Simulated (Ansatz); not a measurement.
**Property card for InSe**

All numbers below come from DFT PBE+D3(BJ), scalar-relativistic, plane waves, PAW (Ansatz).

Plane waves to 420 eV, a k mesh through Γ of 12×12×12 on the computed 4-atom cell and Gaussian smearing (0.02 eV); no spin polarisation.

The structure is relaxed at this level of theory with its symmetry kept.

Space group R3m:H (No. 160). a = 4.037 Å, b = 4.037 Å, c = 24.908 Å, α = 90.00°, β = 90.00°, γ = 120.00°
```
atom site symmetry x y z
  In    3a        3m  0.0000  0.0000  0.0004
  In    3a        3m  0.6667  0.3333  0.2216
  Se    3a        3m  0.3333  0.6667  0.0519
  Se    3a        3m  0.0000  0.0000  0.1701
```

**Question.** Kohn–Sham band gap?

**Answer.** 0.30 eV.

**Question.** Löwdin character of the top 1 eV of the valence band?

**Answer.** Se 4p 69 %, In 5p 20 %, In 5s 7 %.

**Question.** Löwdin character of the lowest 1 eV of the conduction band?

**Answer.** Se 4p 32 %, In 5s 29 %, In 5p 27 %, Se 4s 9 %.

**Question.** Bader charges (e)?

**Answer.** In (1 in the cell) 0.69, In (1 in the cell) 0.69, Se (1 in the cell) -0.69, Se (1 in the cell) -0.69.